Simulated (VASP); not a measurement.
# TePb (Fm-3m) in VASP: a series of runs, part 2 of 2

VASP 6.6.1.

### Step 3. Single point, PBEsol

This run uses another cell than the first one, of 31.03 Å³/atom, 1.045 times its volume.

Contents of INCAR:

```
PREC = Accurate ; ENCUT = 520
EDIFF = 1E-6 ; ISMEAR = 0
SIGMA = 0.01 ; LREAL = F
LASPH = T ; NELM = 100
ALGO = Normal ; ISIF = 2
LWAVE = F ; LCHARG = T
GGA = PS ; LELF = T
LVHAR = T ; NBANDS = 17
```

Contents of KPOINTS:

```
Automatic mesh
0
Gamma
  6 6 6
```

Contents of POSCAR:

```
TePb
1.0
    0.0000000000      3.1424344975      3.1424344975
    3.1424344975      0.0000000000      3.1424344975
    3.1424344975      3.1424344975      0.0000000000
Te Pb
1 1
Direct
    0.5000000000      0.5000000000      0.5000000000
    0.0000000000      0.0000000000      0.0000000000
```

Potentials or basis: VASP PAW PBE potentials, release 64 (Te, Pb_d).

Launch:

```
$ cat potpaw_PBE.64/Te/POTCAR potpaw_PBE.64/Pb_d/POTCAR > POTCAR
$ mpirun -np 1 vasp_std > vasp.out
```

OUTCAR:

```text
PREC = Accurate
   ENCUT = 520
   EDIFF = 1E-6
   ISMEAR = 0
   LREAL = F
   LASPH = T
   NELM = 100
   ISIF = 2
   GGA = PS

 ion  position               nearest neighbor table
   1  0.500  0.500  0.500-   2 3.14   2 3.14   2 3.14   2 3.14   2 3.14   2 3.14
   2  0.000  0.000  0.000-   1 3.14   1 3.14   1 3.14   1 3.14   1 3.14   1 3.14

  LATTYP: Found a face centered cubic cell.
 ALAT       =     6.2848689950

  Lattice vectors:

 A1 = (   0.0000000000,   3.1424344975,   3.1424344975)
 A2 = (   3.1424344975,   0.0000000000,   3.1424344975)
 A3 = (   3.1424344975,   3.1424344975,   0.0000000000)

Analysis of symmetry for initial positions (statically):
=====================================================================
 Subroutine PRICEL returns:
 Original cell was already a primitive cell.

 Routine SETGRP: Setting up the symmetry group for a
 face centered cubic supercell.

 Subroutine GETGRP returns: Found 48 space group operations
 (whereof 48 operations were pure point group operations)
 out of a pool of 48 trial point group operations.

The static configuration has the point symmetry O_h .

Analysis of symmetry for dynamics (positions and initial velocities):
=====================================================================
 Subroutine PRICEL returns:
 Original cell was already a primitive cell.

 Routine SETGRP: Setting up the symmetry group for a
 face centered cubic supercell.

 Subroutine GETGRP returns: Found 48 space group operations
 (whereof 48 operations were pure point group operations)
 out of a pool of 48 trial point group operations.

The dynamic configuration has the point symmetry O_h .

 Subroutine INISYM returns: Found 48 space group operations
 (whereof 48 operations are pure point group operations),
[... 100 lines left out ...]
   EMIN   =  10.00;   EMAX   =-10.00  energy-range for DOS
   EFERMI =   0.00;   METHOD = LEGACY
   ISMEAR =     0;   SIGMA  =   0.01  broadening in eV -4-tet -1-fermi 0-gaus
   EFERMI_NEDOS =   21; number of points for ismear=-14 and -15
   IALGO  =     38    algorithm
   IMIX   =      4    mixing-type and parameters
     AMIX     =   0.40;   BMIX     =  1.00
     AMIX_MAG =   1.60;   BMIX_MAG =  1.00
  volume/ion in A,a.u.               =      31.03       209.41
  Fermi-wavevector in a.u.,A,eV,Ry     =   1.122385  2.121000 17.139919  1.259749
  Thomas-Fermi vector in A             =   2.259045
   LORBIT       =      0    0 simple, 1 ext, 2 COOP (PROOUT), +10 PAW based schemes
   GGA     = PS    functional components
   LHFCALC =     F    Hartree Fock is set to
   AEXX    =    0.0000 exact exchange contribution
   IVDW    =     0    specifies the selected vdW correction
   LEPSILON=     F    determine dielectric tensor
   LRPA    =     F    only Hartree local field effects (RPA)
 non-spin polarized calculation
 Gauss-broadening in eV      SIGMA  =   0.01
  energy-cutoff  :      520.00
  volume of cell :       62.06
 maximum number of plane-waves:      1687
 NGX is ok and might be reduce to    36
   NGX = 17   NGY = 17   NGZ = 17

 number of electron      19.9999999 magnetization

 Free energy of the ion-electron system (eV)
  ---------------------------------------------------
  ext. energy  EPLUGINS =         0.00000000
  ---------------------------------------------------
  free energy    TOTEN  =        -8.20310481 eV

  energy without entropy =       -8.20310481  energy(sigma->0) =       -8.20310481

 E-fermi :   6.6608     XC(G=0):  -9.8482

 val. band max:        6.6152469293   @ k =   0.5000   0.0000   0.0000
 cond. band min:       7.0836903038   @ k =   0.5000   0.0000   0.0000
 fundamental gap:      0.4684433745
 Fermi energy:         6.6608020563

 k-point     1 :       0.0000    0.0000    0.0000
  band No.  band energies     occupation
      1     -10.2114      2.00000
      2     -10.2114      2.00000
      3     -10.1930      2.00000
      4     -10.1930      2.00000
      5     -10.1930      2.00000
      6      -6.1831      2.00000
[... 297 lines left out ...]
      4     -10.1694      2.00000
      5     -10.1555      2.00000
      6      -4.0231      2.00000
[... 9 lines left out ...]
     16      17.6185      0.00000
     17      18.1096      0.00000

------------------------ aborting loop because EDIFF is reached ----------------------------------------

  FORCE on cell =-STRESS in cart. coord.  units (eV):
  Direction    XX          YY          ZZ          XY          YZ          ZX
  --------------------------------------------------------------------------------------
  -------------------------------------------------------------------------------------
  Total        1.5400303      1.5400303      1.5400303      0.0000000     -0.0000000     -0.0000000
  in kB       39.7567741     39.7567741     39.7567741      0.0000000     -0.0000000     -0.0000000
  external PRESSURE =      39.7567741 kB  Pullay stress =       0.0000000 kB

 VOLUME and BASIS-vectors are now :
 -----------------------------------------------------------------------------
  energy-cutoff  :      520.00
  volume of cell :       62.06
      direct lattice vectors                 reciprocal lattice vectors
     0.000000000  3.142434498  3.142434498    -0.159112306  0.159112306  0.159112306
     3.142434498  0.000000000  3.142434498     0.159112306 -0.159112306  0.159112306
     3.142434498  3.142434498  0.000000000     0.159112306  0.159112306 -0.159112306

 POSITION                                       TOTAL-FORCE (eV/Angst)
 -----------------------------------------------------------------------------------
      3.14243      3.14243      3.14243         0.000000     -0.000000     -0.000000
      0.00000      0.00000      0.00000        -0.000000      0.000000      0.000000
 -----------------------------------------------------------------------------------
    total drift:                               -0.000000      0.000000      0.000000

  FREE ENERGIE OF THE ION-ELECTRON SYSTEM (eV)
  ---------------------------------------------------
  free  energy   TOTEN  =        -8.2031048140 eV

  energy  without entropy=       -8.2031048140  energy(sigma->0) =       -8.20310481
```

stdout:

```text
POSCAR found type information on POSCAR TePb
 POSCAR found :  2 types and       2 ions
 scaLAPACK will be used
 -----------------------------------------------------------------------------
|                                                                             |
|                                                                             |
|     You enforced a specific xc type in the INCAR file but a different       |
|     I HOPE YOU KNOW WHAT YOU ARE DOING!                                     |
|                                                                             |
 -----------------------------------------------------------------------------

 LDA part: xc-table for (Slater+PW92), standard interpolation
 POSCAR, INCAR and KPOINTS ok, starting setup
 FFT: planning ... GRIDC
 FFT: planning ... GRID_SOFT
 FFT: planning ... GRID
 WAVECAR not read
 entering main loop
```

Run time: 13 s. Hardware: 1 thread of Intel Xeon Platinum 8488C (Sapphire Rapids), shared host; peak memory 0.2 GiB.

What came out:

* Free energy: -8.2031 eV
* Pressure: 4.0 GPa
* Band gap on the k mesh: 0.47 eV, direct

Caveat: the PAW data sets were made with another functional, which shifts forces and pressure a little; spin-orbit coupling is left out, which moves the levels of the heavy elements.

### Step 4. Single point, PBEsol

This run uses another cell than the first one, of 32.38 Å³/atom, 1.091 times its volume.

Contents of INCAR:

```
SYSTEM = TePb
ALGO = Normal
EDIFF = 1E-7
ENCUT = 520
GGA = PS
ISIF = 2
ISMEAR = 0
LASPH = .TRUE.
LCHARG = .FALSE.
LREAL = .FALSE.
LWAVE = .FALSE.
NBANDS = 17
NELM = 100
PREC = Accurate
SIGMA = 0.01
```

Contents of KPOINTS:

```
k-points
0
G
  6 6 6
  0 0 0
```

Contents of POSCAR:

```
TePb
1.0
    0.0000000000      3.1873324849      3.1873324849
    3.1873324849      0.0000000000      3.1873324849
    3.1873324849      3.1873324849      0.0000000000
Te Pb
1 1
Direct
    0.5000000000      0.5000000000      0.5000000000
    0.0000000000      0.0000000000      0.0000000000
```

Launch:

```
$ cat potpaw_PBE.64/Te/POTCAR potpaw_PBE.64/Pb_d/POTCAR > POTCAR
$ mpirun -np 1 vasp_std > vasp.out
```

Run time: 15 s. Hardware: 1 thread of Intel Xeon Platinum 8488C (Sapphire Rapids), shared host; peak memory 0.2 GiB.

The run converged. Its results:

| Quantity | Value |
| --- | --- |
| Free energy | -8.2497 eV |
| Pressure | 1.5 GPa |
| Band gap on the k mesh | 0.58 eV, direct |

Levels at points of the mesh, in eV from the valence-band top:
| k point | band 7 | band 8 | band 9 | band 10 | band 11 | band 12 | band 13 | band 14 |
| --- | --- | --- | --- | --- | --- | --- | --- | --- |
| (0.00, 0.00, 0.00) | -5.52 | -1.50 | -1.50 | -1.50 | 4.09 | 4.09 | 4.09 | 5.65 |
| (0.50, 0.00, 0.00) | -8.84 | -1.01 | -1.01 | 0.00 | 0.58 | 1.13 | 1.13 | 8.33 |
| (0.50, 0.50, 0.00) | -7.39 | -4.86 | -3.06 | -3.06 | 3.02 | 5.60 | 5.60 | 6.91 |

Caveat: the PAW data sets were made with another functional, which shifts forces and pressure a little; spin-orbit coupling is left out, which moves the levels of the heavy elements.

### Step 5. Single point, PBEsol

This run uses another cell than the first one, of 35.08 Å³/atom, 1.182 times its volume.

Contents of INCAR:

```
PREC = Accurate
ENCUT = 520
EDIFF = 1E-6
ISMEAR = 0
SIGMA = 0.01
LREAL = F
LASPH = T
NELM = 100
ALGO = Normal
ISIF = 2
LWAVE = F
LCHARG = T
GGA = PS
LELF = T
LVHAR = T
NBANDS = 17
```

Contents of KPOINTS:

```
regular mesh
0
Gamma
  6 6 6
```

Contents of POSCAR:

```
TePb
1.0
    0.0000000000      3.2735180337      3.2735180337
    3.2735180337      0.0000000000      3.2735180337
    3.2735180337      3.2735180337      0.0000000000
Te Pb
1 1
Direct
    0.5000000000      0.5000000000      0.5000000000
    0.0000000000      0.0000000000      0.0000000000
```

Potentials or basis: VASP PAW PBE potentials, release 64 (Te, Pb_d).

Launch:

```
$ cat potpaw_PBE.64/Te/POTCAR potpaw_PBE.64/Pb_d/POTCAR > POTCAR
$ mpirun -np 1 vasp_std > vasp.out
```

OUTCAR:

```text
PREC = Accurate
   ENCUT = 520
   EDIFF = 1E-6
   ISMEAR = 0
   LREAL = F
   LASPH = T
   NELM = 100
   ISIF = 2
   GGA = PS

 ion  position               nearest neighbor table
   1  0.500  0.500  0.500-   2 3.27   2 3.27   2 3.27   2 3.27   2 3.27   2 3.27
   2  0.000  0.000  0.000-   1 3.27   1 3.27   1 3.27   1 3.27   1 3.27   1 3.27

  LATTYP: Found a face centered cubic cell.
 ALAT       =     6.5470360674

  Lattice vectors:

 A1 = (   0.0000000000,   3.2735180337,   3.2735180337)
 A2 = (   3.2735180337,   0.0000000000,   3.2735180337)
 A3 = (   3.2735180337,   3.2735180337,   0.0000000000)

Analysis of symmetry for initial positions (statically):
=====================================================================
 Subroutine PRICEL returns:
 Original cell was already a primitive cell.

 Routine SETGRP: Setting up the symmetry group for a
 face centered cubic supercell.

 Subroutine GETGRP returns: Found 48 space group operations
 (whereof 48 operations were pure point group operations)
 out of a pool of 48 trial point group operations.

The static configuration has the point symmetry O_h .

Analysis of symmetry for dynamics (positions and initial velocities):
=====================================================================
 Subroutine PRICEL returns:
 Original cell was already a primitive cell.

 Routine SETGRP: Setting up the symmetry group for a
 face centered cubic supercell.

 Subroutine GETGRP returns: Found 48 space group operations
 (whereof 48 operations were pure point group operations)
 out of a pool of 48 trial point group operations.

The dynamic configuration has the point symmetry O_h .

 Subroutine INISYM returns: Found 48 space group operations
 (whereof 48 operations are pure point group operations),
[... 100 lines left out ...]
   EMIN   =  10.00;   EMAX   =-10.00  energy-range for DOS
   EFERMI =   0.00;   METHOD = LEGACY
   ISMEAR =     0;   SIGMA  =   0.01  broadening in eV -4-tet -1-fermi 0-gaus
   EFERMI_NEDOS =   21; number of points for ismear=-14 and -15
   IALGO  =     38    algorithm
   IMIX   =      4    mixing-type and parameters
     AMIX     =   0.40;   BMIX     =  1.00
     AMIX_MAG =   1.60;   BMIX_MAG =  1.00
  volume/ion in A,a.u.               =      35.08       236.72
  Fermi-wavevector in a.u.,A,eV,Ry     =   1.077441  2.036068 15.794714  1.160879
  Thomas-Fermi vector in A             =   2.213353
   LORBIT       =      0    0 simple, 1 ext, 2 COOP (PROOUT), +10 PAW based schemes
   GGA     = PS    functional components
   LHFCALC =     F    Hartree Fock is set to
   AEXX    =    0.0000 exact exchange contribution
   IVDW    =     0    specifies the selected vdW correction
   LEPSILON=     F    determine dielectric tensor
   LRPA    =     F    only Hartree local field effects (RPA)
 non-spin polarized calculation
 Gauss-broadening in eV      SIGMA  =   0.01
  energy-cutoff  :      520.00
  volume of cell :       70.16
 maximum number of plane-waves:      1917
 NGX is ok and might be reduce to    36
   NGX = 17   NGY = 17   NGZ = 17

 number of electron      20.0000001 magnetization

 Free energy of the ion-electron system (eV)
  ---------------------------------------------------
  ext. energy  EPLUGINS =         0.00000000
  ---------------------------------------------------
  free energy    TOTEN  =        -8.23975553 eV

  energy without entropy =       -8.23975553  energy(sigma->0) =       -8.23975553

 E-fermi :   5.0301     XC(G=0):  -9.2968

 val. band max:        4.9559123551   @ k =   0.5000   0.0000   0.0000
 cond. band min:       5.7028577640   @ k =   0.5000   0.0000   0.0000
 fundamental gap:      0.7469454089
 Fermi energy:         5.0301166354

 k-point     1 :       0.0000    0.0000    0.0000
  band No.  band energies     occupation
      1     -11.6053      2.00000
      2     -11.6053      2.00000
      3     -11.5973      2.00000
      4     -11.5973      2.00000
      5     -11.5973      2.00000
      6      -6.7519      2.00000
[... 297 lines left out ...]
      4     -11.5829      2.00000
      5     -11.5748      2.00000
      6      -5.0947      2.00000
[... 9 lines left out ...]
     16      15.5224      0.00000
     17      16.3297      0.00000

------------------------ aborting loop because EDIFF is reached ----------------------------------------

  FORCE on cell =-STRESS in cart. coord.  units (eV):
  Direction    XX          YY          ZZ          XY          YZ          ZX
  --------------------------------------------------------------------------------------
  -------------------------------------------------------------------------------------
  Total       -0.8644144     -0.8644144     -0.8644144     -0.0000000     -0.0000000     -0.0000000
  in kB      -19.7405109    -19.7405109    -19.7405109     -0.0000000     -0.0000000     -0.0000000
  external PRESSURE =     -19.7405109 kB  Pullay stress =       0.0000000 kB

 VOLUME and BASIS-vectors are now :
 -----------------------------------------------------------------------------
  energy-cutoff  :      520.00
  volume of cell :       70.16
      direct lattice vectors                 reciprocal lattice vectors
     0.000000000  3.273518034  3.273518034    -0.152740872  0.152740872  0.152740872
     3.273518034  0.000000000  3.273518034     0.152740872 -0.152740872  0.152740872
     3.273518034  3.273518034  0.000000000     0.152740872  0.152740872 -0.152740872

 POSITION                                       TOTAL-FORCE (eV/Angst)
 -----------------------------------------------------------------------------------
      3.27352      3.27352      3.27352         0.000000      0.000000      0.000000
      0.00000      0.00000      0.00000         0.000000      0.000000      0.000000
 -----------------------------------------------------------------------------------
    total drift:                               -0.000000      0.000000      0.000000

  FREE ENERGIE OF THE ION-ELECTRON SYSTEM (eV)
  ---------------------------------------------------
  free  energy   TOTEN  =        -8.2397555255 eV

  energy  without entropy=       -8.2397555255  energy(sigma->0) =       -8.23975553
```

OSZICAR:

```text
N       E                     dE             d eps       ncg     rms          rms(c)
DAV:   1     0.156699299443E+03    0.15670E+03   -0.92927E+03   544   0.114E+03
DAV:   2     0.269888788186E+01   -0.15400E+03   -0.15002E+03   578   0.296E+02
DAV:   3    -0.805902041193E+01   -0.10758E+02   -0.10658E+02   694   0.852E+01
DAV:   4    -0.836590006844E+01   -0.30688E+00   -0.30675E+00   685   0.162E+01
DAV:   5    -0.837741155962E+01   -0.11511E-01   -0.11511E-01   802   0.286E+00    0.308E+00
DAV:   6    -0.824545862031E+01    0.13195E+00   -0.29180E-01   801   0.390E+00    0.187E+00
DAV:   7    -0.823933109122E+01    0.61275E-02   -0.77002E-02   671   0.139E+00    0.871E-01
DAV:   8    -0.823993849187E+01   -0.60740E-03   -0.90463E-03   679   0.966E-01    0.147E-01
DAV:   9    -0.823975087694E+01    0.18761E-03   -0.15627E-03   815   0.392E-01    0.595E-02
DAV:  10    -0.823975462261E+01   -0.37457E-05   -0.12813E-04   679   0.932E-02    0.211E-02
DAV:  11    -0.823975546106E+01   -0.83845E-06   -0.27525E-05   729   0.387E-02    0.110E-02
DAV:  12    -0.823975552552E+01   -0.64467E-07   -0.16114E-06   551   0.110E-02
   1 F= -.82397555E+01 E0= -.82397555E+01  d E =-.127521E-27
```

stdout:

```text
POSCAR found type information on POSCAR TePb
 POSCAR found :  2 types and       2 ions
 scaLAPACK will be used
 -----------------------------------------------------------------------------
|                                                                             |
|                                                                             |
|     You enforced a specific xc type in the INCAR file but a different       |
|     I HOPE YOU KNOW WHAT YOU ARE DOING!                                     |
|                                                                             |
 -----------------------------------------------------------------------------

 LDA part: xc-table for (Slater+PW92), standard interpolation
 POSCAR, INCAR and KPOINTS ok, starting setup
 FFT: planning ... GRIDC
 FFT: planning ... GRID_SOFT
 FFT: planning ... GRID
 WAVECAR not read
 entering main loop
```

Wall time 14 s (1 thread of Intel Xeon Platinum 8488C (Sapphire Rapids), shared host); peak memory 0.2 GiB.

Results:

```
Free energy            : -8.2398 eV
Pressure               : -2.0 GPa
Band gap on the k mesh : 0.75 eV, direct
```

Caveat: the PAW data sets were made with another functional, which shifts forces and pressure a little; spin-orbit coupling is left out, which moves the levels of the heavy elements.

### Step 6. Summary

| cell | gap on the mesh (eV) | pressure (GPa) |
| --- | --- | --- |
| a = 4.379 Å, angles 60.0°, 2 atoms | 0.34 | 7.1 |
| a = 4.444 Å, angles 60.0°, 2 atoms | 0.47 | 4.0 |
| a = 4.508 Å, angles 60.0°, 2 atoms | 0.58 | 1.5 |
| a = 4.629 Å, angles 60.0°, 2 atoms | 0.75 | -2.0 |

Alike in all rows: task single point; level PBEsol; potentials or basis VASP PAW PBE potentials, release 64 (Te, Pb_d); no spin polarisation; k mesh 6 × 6 × 6; cutoff (eV) 520; smearing gaussian 0.01 eV.

Caveats: the PAW data sets were made with another functional, which shifts forces and pressure a little; spin-orbit coupling is left out, which moves the levels of the heavy elements.

Total energies depend on the potentials used, so only differences within one code and one set of settings carry meaning.

### Step 7. How close it comes

Step 4. Against the measured gap of TePb, 0.19 eV (direct; 4.2 K; a printed reference work, monograph), the calculated 0.58 eV is off by +0.39 eV. Spin-orbit coupling on Pb, Te is left out. The value is that of PBEsol on a finite k mesh, which can miss the band edges, without temperature or zero-point motion.

Step 5. A measured gap of TePb is 0.19 eV (direct; 4.2 K; a printed reference work, monograph); the calculated 0.75 eV misses it by +0.56 eV. Spin-orbit coupling on Pb, Te is left out. The value is that of PBEsol on a finite k mesh, which can miss the band edges, without temperature or zero-point motion.
